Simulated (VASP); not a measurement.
# Hf (Im-3m) in VASP: notebook

Runs on Hf. Level: LDA. Tasks: relaxation of cell and atoms.

Everything below comes from runs of VASP 6.6.1. Logs are shortened: lines on timing, memory, paths and dates and some standing lists are left out, and cuts for length are marked.

## Step 1: Starting point

The structure is cubic, space group Im-3m (No. 229). Conventional cell: a = 3.238 Å, b = 3.238 Å, c = 3.238 Å, α = 90.00°, β = 90.00°, γ = 90.00°. Around Hf (site symmetry m-3m) lie 8 Hf at 2.80 Å.

This isn't the form of Hf at room conditions, which is hcp.

## Step 2: Relaxation of cell and atoms, LDA, target pressure 12 GPa, at which the enthalpy is minimised

INCAR

```
SYSTEM = Hf
ALGO = Fast
EDIFF = 1E-7
EDIFFG = -0.002
ENCUT = 350
IBRION = 2
ISIF = 3
ISMEAR = 0
LASPH = .TRUE.
LCHARG = .FALSE.
LREAL = .FALSE.
LWAVE = .FALSE.
NELM = 80
NSW = 80
PREC = Accurate
PSTRESS = 120.0
SIGMA = 0.1
```

KPOINTS

```
k-points
0
G
  8 8 8
  0 0 0
```

POSCAR

```
Hf                                      
1.0
   -1.6189213566      1.6189213566      1.6189213566
    1.6189213566     -1.6189213566      1.6189213566
    1.6189213566      1.6189213566     -1.6189213566
  Hf            
     1
Direct
     0.0000000000000000    1.0000000000000000    0.0000000000000000
```

Potentials or basis: VASP PAW LDA potentials, release 64 (Hf_pv).

Launch:

```console
$ cat potpaw_LDA.64/Hf_pv/POTCAR > POTCAR
$ mpirun -np 1 vasp_std > vasp.out
```

OUTCAR:

```text
SYSTEM = Hf
   EDIFF = 1E-7
   EDIFFG = -0.002
   ENCUT = 350
   IBRION = 2
   ISIF = 3
   ISMEAR = 0
   LASPH = .TRUE.
   LREAL = .FALSE.
   NELM = 80
   NSW = 80
   PREC = Accurate
   PSTRESS = 120.0

 ion  position               nearest neighbor table
   1  0.000  0.000  0.000-

  LATTYP: Found a body centered cubic cell.
 ALAT       =     3.2378427132

  Lattice vectors:

 A1 = (  -1.6189213566,   1.6189213566,   1.6189213566)
 A2 = (   1.6189213566,  -1.6189213566,   1.6189213566)
 A3 = (   1.6189213566,   1.6189213566,  -1.6189213566)

Analysis of symmetry for initial positions (statically):
=====================================================================
 Subroutine PRICEL returns:
 Original cell was already a primitive cell.

 Routine SETGRP: Setting up the symmetry group for a
 body centered cubic supercell.

 Subroutine GETGRP returns: Found 48 space group operations
 (whereof 48 operations were pure point group operations)
 out of a pool of 48 trial point group operations.

The static configuration has the point symmetry O_h .

Analysis of symmetry for dynamics (positions and initial velocities):
=====================================================================
 Subroutine PRICEL returns:
 Original cell was already a primitive cell.

 Routine SETGRP: Setting up the symmetry group for a
 body centered cubic supercell.

 Subroutine GETGRP returns: Found 48 space group operations
 (whereof 48 operations were pure point group operations)
 out of a pool of 48 trial point group operations.

The dynamic configuration has the point symmetry O_h .

 Subroutine INISYM returns: Found 48 space group operations
 (whereof 48 operations are pure point group operations),
 and found     1 'primitive' translations

----------------------------------------------------------------------------------------

                                     Primitive cell

  volume of cell :      16.9722

  direct lattice vectors                    reciprocal lattice vectors
    -1.618921357  1.618921357  1.618921357     0.000000000  0.308847615  0.308847615
     1.618921357 -1.618921357  1.618921357     0.308847615  0.000000000  0.308847615
     1.618921357  1.618921357 -1.618921357     0.308847615  0.308847615  0.000000000

  length of vectors
     2.804054043  2.804054043  2.804054043     0.436776486  0.436776486  0.436776486

  position of ions in fractional coordinates (direct lattice)
     0.000000000  0.000000000  0.000000000

  ion indices of the primitive-cell ions
   primitive index   ion index
                 1           1

----------------------------------------------------------------------------------------

 KPOINTS: k-points

Automatic generation of k-mesh.
 Grid dimensions read from file:
 generate k-points for:    8    8    8

 Generating k-lattice:

  Cartesian coordinates                     Fractional coordinates (reciprocal lattice)
     0.000000000  0.038605952  0.038605952     0.125000000  0.000000000  0.000000000
     0.038605952  0.000000000  0.038605952     0.000000000  0.125000000  0.000000000
     0.038605952  0.038605952  0.000000000     0.000000000  0.000000000  0.125000000

  Length of vectors
     0.054597061  0.054597061  0.054597061

  Shift w.r.t. Gamma in fractional coordinates (k-lattice)
     0.000000000  0.000000000  0.000000000

 Subroutine IBZKPT returns following result:
 ===========================================

 Found     29 irreducible k-points:

 Following reciprocal coordinates:
            Coordinates               Weight
  0.000000  0.000000  0.000000      1.000000
  0.125000  0.000000  0.000000     12.000000
  0.250000  0.000000  0.000000     12.000000
  0.375000  0.000000  0.000000     12.000000
  0.500000  0.000000  0.000000      6.000000
  0.125000  0.125000  0.000000     24.000000
[... 16 lines left out ...]
 -0.250000  0.250000  0.250000      6.000000
 -0.375000  0.375000  0.250000     24.000000
 [... further k-points ...]
   k-points           NKPTS =     29   k-points in BZ     NKDIM =     29   number of bands    NBANDS=      9
   number of dos      NEDOS =    301   number of ions     NIONS =      1
   total plane-waves  NPLWV =   5832
   dimension x,y,z NGX =    18 NGY =   18 NGZ =   18
   dimension x,y,z NGXF=    36 NGYF=   36 NGZF=   36
   ions per type =               1
   NGX,Y,Z   is equivalent  to a cutoff of  10.67, 10.67, 10.67 a.u.
   NGXF,Y,Z  is equivalent  to a cutoff of  21.34, 21.34, 21.34 a.u.
 SYSTEM =  Hf
   PREC   = accura    normal or accurate (medium, high low for compatibility)
   ISTART =      0    job   : 0-new  1-cont  2-samecut
   ICHARG =      2    charge: 1-file 2-atom 10-const
   ISPIN  =      1    spin polarized calculation?
   LNONCOLLINEAR =      F non collinear calculations
   LSORBIT =      F    spin-orbit coupling
   LASPH  =      T    aspherical Exc in radial PAW
   ENCUT  =  350.0 eV  25.72 Ry    5.07 a.u.   4.28  4.28  4.28*2*pi/ulx,y,z
   NELM   =     80;   NELMIN=  2; NELMDL= -5     # of ELM steps
   EDIFF  = 0.1E-06   stopping-criterion for ELM
   LREAL  =      F    real-space projection
   EDIFFG = -.2E-02   stopping-criterion for IOM
   NSW    =     80    number of steps for IOM
   IBRION =      2    ionic relax: 0-MD 1-quasi-New 2-CG
   NFREE  =      1    steps in history (QN), initial steepest desc. (CG)
   ISIF   =      3    stress and relaxation
   ISYM   =      2    0-nonsym 1-usesym 2-fastsym
   POTIM  = 0.5000    time-step for ionic-motion
   TEBEG  =    0.0;   TEEND  =   0.0 temperature during run
   PSTRESS=  120.0 pullay stress
   NELECT =      10.0000    total number of electrons
   NUPDOWN=      -1.0000    fix difference up-down
   EMIN   =  10.00;   EMAX   =-10.00  energy-range for DOS
   EFERMI =   0.00;   METHOD = LEGACY
   ISMEAR =     0;   SIGMA  =   0.10  broadening in eV -4-tet -1-fermi 0-gaus
   EFERMI_NEDOS =   21; number of points for ismear=-14 and -15
   IALGO  =     68    algorithm
   IMIX   =      4    mixing-type and parameters
     AMIX     =   0.40;   BMIX     =  1.00
     AMIX_MAG =   1.60;   BMIX_MAG =  1.00
  volume/ion in A,a.u.               =      16.97       114.53
  Fermi-wavevector in a.u.,A,eV,Ry     =   1.372448  2.593550 25.628100  1.883612
  Thomas-Fermi vector in A             =   2.498054
   LORBIT       =      0    0 simple, 1 ext, 2 COOP (PROOUT), +10 PAW based schemes
   GGA     = CA    functional components
   LHFCALC =     F    Hartree Fock is set to
   AEXX    =    0.0000 exact exchange contribution
   IVDW    =     0    specifies the selected vdW correction
   LEPSILON=     F    determine dielectric tensor
   LRPA    =     F    only Hartree local field effects (RPA)
 conjugate gradient relaxation of ions
 non-spin polarized calculation
 RMM-DIIS sequential band-by-band and
 Gauss-broadening in eV      SIGMA  =   0.10
  energy-cutoff  :      350.00
  volume of cell :       16.97
 maximum number of plane-waves:       261
 NGX is ok and might be reduce to    18
   NGX =  9   NGY =  9   NGZ =  9

--------------------------------------- Ionic step        1  -------------------------------------------

 number of electron      10.0000003 magnetization

 Free energy of the ion-electron system (eV)
  ---------------------------------------------------
  ext. energy  EPLUGINS =         0.00000000
  ---------------------------------------------------
  free energy    TOTEN  =       -10.25594596 eV

  energy without entropy =      -10.24711928  energy(sigma->0) =      -10.25153262

------------------------ aborting loop because EDIFF is reached ----------------------------------------

  FORCE on cell =-STRESS in cart. coord.  units (eV):
  Direction    XX          YY          ZZ          XY          YZ          ZX
  --------------------------------------------------------------------------------------
  -------------------------------------------------------------------------------------
  Total        3.1799876      3.1799876      3.1799876      0.0000000     -0.0000000      0.0000000
  in kB      300.1917556    300.1917556    300.1917556      0.0000000     -0.0000000      0.0000000
  external PRESSURE =     180.1917556 kB  Pullay stress =     120.0000000 kB
[... 90 lines left out ...]
  FREE ENERGIE OF THE ION-ELECTRON SYSTEM (eV)
  ---------------------------------------------------
  free  energy   TOTEN  =       -10.4951597482 eV

  energy  without entropy=      -10.4835319955  energy(sigma->0) =      -10.48934587

  enthalpy is  TOTEN    =        -9.0819470580 eV   P V=        1.4132126901

[... ionic steps 4 to 15 ...]

--------------------------------------- Ionic step       16  -------------------------------------------

 number of electron       9.9999993 magnetization

------------------------ aborting loop because EDIFF is reached ----------------------------------------

  FORCE on cell =-STRESS in cart. coord.  units (eV):
  Direction    XX          YY          ZZ          XY          YZ          ZX
  --------------------------------------------------------------------------------------
  -------------------------------------------------------------------------------------
  Total        1.3973584      1.3973584      1.3973584     -0.0000000     -0.0000000     -0.0000000
  in kB      119.0429926    119.0429926    119.0429926     -0.0000000     -0.0000000     -0.0000000
  external PRESSURE =      -0.9570074 kB  Pullay stress =     120.0000000 kB
[... 59 lines left out ...]
  enthalpy is  TOTEN    =        -9.0820834342 eV   P V=        1.4078460136

--------------------------------------- Ionic step       18  -------------------------------------------

 number of electron       9.9999993 magnetization

 Free energy of the ion-electron system (eV)
  ---------------------------------------------------
  ext. energy  EPLUGINS =         0.00000000
  ---------------------------------------------------
  free energy    TOTEN  =       -10.48977716 eV

  energy without entropy =      -10.47811832  energy(sigma->0) =      -10.48394774

 E-fermi :   5.7442     XC(G=0): -12.2852

 val. band max:        5.7407155856   @ k =  -0.3750   0.3750   0.1250
 cond. band min:       5.7815857767   @ k =  -0.3750   0.3750   0.1250
 fundamental gap:      0.0408701911
 Fermi energy:         5.7442224195

 k-point     1 :       0.0000    0.0000    0.0000
  band No.  band energies     occupation
      1     -23.2901      2.00000
      2     -23.2901      2.00000
      3     -23.2901      2.00000
      4      -1.7689      2.00000
      5       7.2673      0.00000
      6       7.2673      0.00000
      7       7.2673      0.00000
      8      10.6011      0.00000
      9      10.6011      0.00000
[... 265 lines left out ...]
 k-point    24 :      -0.3750    0.3750    0.2500
  band No.  band energies     occupation
      1     -24.3818      2.00000
      2     -23.9573      2.00000
      3     -23.8313      2.00000
      4       3.3719      2.00000
      5       4.1787      2.00000
      6       7.7143      0.00000
      7       8.3555      0.00000
      8      11.9439      0.00000
      9      12.2041      0.00000

 [... further k-points ...]

------------------------ aborting loop because EDIFF is reached ----------------------------------------

  FORCE on cell =-STRESS in cart. coord.  units (eV):
  Direction    XX          YY          ZZ          XY          YZ          ZX
  --------------------------------------------------------------------------------------
  -------------------------------------------------------------------------------------
  Total        1.4085839      1.4085839      1.4085839      0.0000000     -0.0000000      0.0000000
  in kB      120.0758796    120.0758796    120.0758796      0.0000000     -0.0000000      0.0000000
  external PRESSURE =       0.0758796 kB  Pullay stress =     120.0000000 kB
[... 16 lines left out ...]
  FREE ENERGIE OF THE ION-ELECTRON SYSTEM (eV)
  ---------------------------------------------------
  free  energy   TOTEN  =       -10.4897771636 eV

  energy  without entropy=      -10.4781183207  energy(sigma->0) =      -10.48394774

  enthalpy is  TOTEN    =        -9.0820834211 eV   P V=        1.4076937425

 reached required accuracy - stopping structural energy minimisation
```

Wall time 14 s (1 thread of Intel Xeon Platinum 8488C (Sapphire Rapids), shared host); peak memory 0.11 GiB.

What came out:

- Free energy: -10.4898 eV
- Relaxed volume: 18.79 Å³/atom
- Relaxed cell: a = 2.901 Å, b = 2.901 Å, c = 2.901 Å, α = 109.47°, β = 109.47°, γ = 109.47°
- Space group after relaxing (to 0.05 Å): Im-3m (No. 229)
- Energy change on relaxing (the enthalpy is what falls): -233.8 meV/atom
- Ionic steps: 18
- Pressure after relaxing: 12.0 GPa
- Band gap on the k mesh: none (metal or under the smearing width)

Step by step:
```tsv
step	energy change (eV)	largest force (eV/Å)	pressure (GPa)	volume (Å³)
1	0.0000	0.0000	30.02	16.97
2	-0.2490	0.0000	-8.13	22.11
3	-0.2392	0.0000	11.40	18.87
4	-0.2341	0.0000	11.97	18.80
5	-0.2313	0.0000	12.30	18.76
6	-0.2314	0.0000	12.29	18.76
7	-0.2317	0.0000	12.25	18.77
8	-0.2317	0.0000	12.25	18.77
9	-0.2318	0.0000	12.25	18.77
10	-0.2318	0.0000	12.25	18.77
11	-0.2318	0.0000	12.25	18.77
12	-0.2319	0.0000	12.23	18.77
13	-0.2321	0.0000	12.21	18.77
14	-0.2325	0.0000	12.17	18.78
15	-0.2332	0.0000	12.10	18.79
16	-0.2347	0.0000	11.90	18.81
17	-0.2340	0.0000	11.98	18.80
18	-0.2338	0.0000	12.01	18.79
```

Final structure:
```
Hf
1.0
    -1.67491    1.67491    1.67491
     1.67491   -1.67491    1.67491
     1.67491    1.67491   -1.67491
Hf
1
Direct
  0.00000 0.00000 0.00000
```

Caveat: the cell is relaxed towards a set pressure, so the enthalpy falls and the energy may rise. Spin-orbit coupling is left out, which matters for the levels of Hf.

## Step 3: Relaxation of cell and atoms, LDA, target pressure 12 GPa, at which the enthalpy is minimised

This run uses another cell than the first one, of 18.79 Å³/atom, 1.107 times its volume.

INCAR is that of step 2.

KPOINTS is that of step 2.

POSCAR

```
Hf                                      
1.0
   -1.6749139833      1.6749139833      1.6749139833
    1.6749139833     -1.6749139833      1.6749139833
    1.6749139833      1.6749139833     -1.6749139833
  Hf            
     1
Direct
     0.0000000000000000    0.0000000000000000    0.0000000000000000
```

Potentials or basis: VASP PAW LDA potentials, release 64 (Hf_pv).

Launch:

```console
$ cat potpaw_LDA.64/Hf_pv/POTCAR > POTCAR
$ mpirun -np 1 vasp_std > vasp.out
```

It took 3.9 s on 1 thread of Intel Xeon Platinum 8488C (Sapphire Rapids), shared host; peak memory 0.11 GiB.

The run converged. Its results:

| Item | Value |
| --- | --- |
| Free energy | -10.4932 eV |
| Relaxed volume | 18.81 Å³/atom |
| Relaxed cell | a = 2.902 Å, b = 2.902 Å, c = 2.902 Å, α = 109.47°, β = 109.47°, γ = 109.47° |
| Space group after relaxing (to 0.05 Å) | Im-3m (No. 229) |
| Energy change on relaxing (the enthalpy is what falls) | -0.8 meV/atom |
| Ionic steps | 3 |
| Pressure after relaxing | 12.0 GPa |
| Band gap on the k mesh | none (metal or under the smearing width) |

The path:
```
step  energy change (eV)  largest force (eV/Å)  pressure (GPa)  volume (Å³)
   1              0.0000                0.0000           12.10        18.79
   2             -0.0023                0.0000           11.83        18.83
   3             -0.0008                0.0000           12.01        18.81
```

Final structure:
```xyz
1
Lattice="-1.6752 1.6752 1.6752 1.6752 -1.6752 1.6752 1.6752 1.6752 -1.6752" Properties=species:S:1:pos:R:3 pbc="T T T"
Hf    0.0000    0.0000    0.0000
```

Levels at points of the mesh, in eV from the Fermi level:
| k point | band 1 | band 2 | band 3 | band 4 | band 5 | band 6 | band 7 | band 8 | band 9 |
| --- | --- | --- | --- | --- | --- | --- | --- | --- | --- |
| (0.00, 0.00, 0.00) | -29.04 | -29.04 | -29.04 | -7.51 | 1.52 | 1.52 | 1.52 | 4.85 | 4.85 |
| (0.50, 0.00, 0.00) | -30.50 | -29.50 | -29.05 | -3.98 | -0.94 | 2.03 | 4.79 | 5.97 | 9.17 |
| (0.50, 0.50, 0.50) | -30.03 | -30.03 | -30.03 | -3.44 | -3.44 | 8.08 | 8.08 | 8.08 | 8.85 |

Caveat: the cell is relaxed towards a set pressure, so the enthalpy falls and the energy may rise.

## Step 4: Relaxation of cell and atoms, LDA, target pressure 0.0001 GPa, at which the enthalpy is minimised

This run uses another cell than the first one, of 18.81 Å³/atom, 1.108 times its volume.

INCAR: that of step 3 with these lines changed.

```diff
@@ -15,3 +15,3 @@
 PREC = Accurate
-PSTRESS = 120.0
+PSTRESS = 0.001
 SIGMA = 0.1
```

KPOINTS is that of step 3.

POSCAR

```
Hf                                      
1.0
   -1.6752441259      1.6752441259      1.6752441259
    1.6752441259     -1.6752441259      1.6752441259
    1.6752441259      1.6752441259     -1.6752441259
  Hf            
     1
Direct
     0.0000000000000000    0.0000000000000000    0.0000000000000000
```

Launch:

```console
$ cat potpaw_LDA.64/Hf_pv/POTCAR > POTCAR
$ mpirun -np 1 vasp_std > vasp.out
```

It took 12 s on 1 thread of Intel Xeon Platinum 8488C (Sapphire Rapids), shared host; peak memory 0.12 GiB.

It converged, with:

* Free energy: -10.5527 eV
* Relaxed volume: 20.49 Å³/atom
* Relaxed cell: a = 2.986 Å, b = 2.986 Å, c = 2.986 Å, α = 109.47°, β = 109.47°, γ = 109.47°
* Space group after relaxing (to 0.05 Å): Im-3m (No. 229)
* Energy change on relaxing (the enthalpy is what falls): -59.5 meV/atom
* Ionic steps: 16
* Pressure after relaxing: 0.0 GPa
* Band gap on the k mesh: none (metal or under the smearing width)

The path:
```csv
step,energy change (eV),largest force (eV/Å),pressure (GPa),volume (Å³)
1,0.0000,0.0000,12.01,18.81
2,0.0311,0.0000,-11.08,22.91
3,-0.0594,0.0000,-0.27,20.54
4,-0.0595,0.0000,-0.02,20.50
5,-0.0594,0.0000,0.19,20.46
6,-0.0594,0.0000,0.17,20.46
7,-0.0595,0.0000,0.16,20.47
8,-0.0595,0.0000,0.15,20.47
9,-0.0595,0.0000,0.16,20.47
10,-0.0595,0.0000,0.16,20.47
11,-0.0595,0.0000,0.16,20.47
12,-0.0595,0.0000,0.16,20.47
13,-0.0595,0.0000,0.14,20.47
14,-0.0595,0.0000,0.12,20.47
15,-0.0595,0.0000,0.09,20.48
16,-0.0595,0.0000,0.00,20.49
```

Final structure:
```cif
data_structure
_symmetry_space_group_name_H-M 'P 1'
_symmetry_Int_Tables_number 1
_cell_length_a 2.9858
_cell_length_b 2.9858
_cell_length_c 2.9858
_cell_angle_alpha 109.471
_cell_angle_beta 109.471
_cell_angle_gamma 109.471
_cell_volume 20.49
loop_
_atom_site_label
_atom_site_type_symbol
_atom_site_fract_x
_atom_site_fract_y
_atom_site_fract_z
_atom_site_occupancy
Hf1 Hf 0.00000 0.00000 0.00000 1
```

Levels at points of the mesh, in eV from the Fermi level:
```csv
k point,band 3,band 4,band 5,band 6,band 7,band 8
"(0.00, 0.00, 0.00)",-29.34,-7.24,1.50,1.50,1.50,4.56
"(0.50, 0.00, 0.00)",-29.35,-3.65,-0.72,1.60,4.43,5.52
"(0.50, 0.50, 0.50)",-30.11,-2.97,-2.97,7.39,7.39,7.39
```

Caveat: the cell is relaxed towards a set pressure, so the enthalpy falls and the energy may rise. Spin-orbit coupling is left out, which matters for the levels of Hf.

[end of part 1 of 2]
